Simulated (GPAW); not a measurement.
Se on a S site in MoS2 (monolayer), Se K edge of atom 8, with 3 Mo at 2.53 Å (pyramidal; the defect atom itself). Method: GPAW, PBE, excited-electron core hole (neutral cell), 21-atom cell with 8.4 Å between holes, 2×2×1 k points, dipole transitions, Gaussian full width 2.33 eV up to 4 eV, rising linearly to 3.5 eV at 25 eV.

```xyz
21
Lattice="-6.3600 -5.5079 0.0000 1.5900 -8.2619 0.0000 0.0000 0.0000 12.7300" Properties=species:S:1:pos:R:3
Mo    1.5754   -8.2697    6.3650
Mo   -1.5896   -2.7581    6.3537
Mo    0.0025   -5.5068    6.3540
Mo   -3.1663   -5.5173    6.3642
Mo   -1.5909   -8.2620    6.3489
Mo   -4.7727   -8.2615    6.3535
Mo   -3.1810  -11.0009    6.3649
Se   -4.7685   -4.5899    8.0964
S    -0.0068   -1.8444    7.9199
S    -4.7753  -10.0872    7.9221
S    -1.5776   -4.5929    7.9213
S    -0.0119   -7.3415    7.9195
S    -3.1784   -7.3557    7.9182
S    -1.5816  -10.0901    7.9177
S    -4.7713   -4.5903    4.8283
S    -0.0037   -1.8334    4.7913
S    -4.7666  -10.0969    4.7911
S    -1.5903   -4.5950    4.7908
S     0.0020   -7.3422    4.7897
S    -3.1835   -7.3423    4.7893
S    -1.5906  -10.1021    4.7904
```

Energy from the bottom of the conduction band, which holds the excited electron; a common scale on which the isotropic spectrum has a mean of 1 over the first 20 eV.

| E (eV) | curve 1 | curve 2 |
| --- | --- | --- |
| -2.0 | 0.19 | 0.07 |
| -1.0 | 1.01 | 0.42 |
| 0.0 | 2.16 | 1.12 |
| 1.0 | 2.05 | 1.51 |
| 2.0 | 1.17 | 1.30 |
| 3.0 | 0.51 | 0.85 |
| 4.0 | 0.18 | 0.71 |
| 5.0 | 0.21 | 1.10 |
| 6.0 | 0.44 | 1.42 |
| 7.0 | 0.73 | 1.24 |
| 8.0 | 1.01 | 1.00 |
| 9.0 | 1.21 | 0.95 |
| 10.0 | 1.35 | 1.00 |
| 11.0 | 1.37 | 1.11 |
| 12.0 | 1.20 | 1.12 |
| 13.0 | 0.96 | 0.94 |
| 14.0 | 0.80 | 0.72 |
| 15.0 | 0.79 | 0.67 |
| 16.0 | 0.87 | 0.85 |
| 17.0 | 0.93 | 1.13 |
| 18.0 | 0.98 | 1.29 |
| 19.0 | 1.04 | 1.23 |
| 20.0 | 1.13 | 1.05 |
| 21.0 | 1.26 | 0.89 |

Question: The curves are for the electric vector along different Cartesian axes of the cell as given, for this one atom. Which is which?

Curve 1: along x (the other in-plane axis gives the same curve within 3 %), main maxima 0.4 eV (2.30) and 10.6 eV (1.39). Curve 2: along z, main maxima 1.0 eV (1.51), 6.0 eV (1.42) and 18.2 eV (1.29). A K edge sees empty p states; the first features are Se p mixed into the empty d states of the Mo neighbours, and the broad ones above probably into the cations' higher empty bands. Each direction probes the empty orbitals that point along it. The script folds with a Gaussian, whereas the core hole's own line is a Lorentzian, so the onset is too steep and the first peak too high. Some eV above the zero the states pass the vacuum level, and features normal to the sheet may then be states of the box.

[Banner, clock and machine lines of the logs are left out without a mark of their own.]

[Logs are printed without paths, hosts, clocks, repeated set-up lines and the standing remarks that a program may print on its own settings, such as how far it seeks lower states.]

[Hosts, paths, dates, database ids (printed as entryN), source tags and the programs' standing remarks are cut or masked in the printed files.]

[Lists of maxima count a maximum above −3 eV only where it reaches 4 % of the highest in the window and stands out from its surroundings by 2 % of it (1.5 % where it reaches 55 %); shoulders and weaker maxima are passed over, and of the rest the first, up to two pre-edge ones and the few strongest are named.]
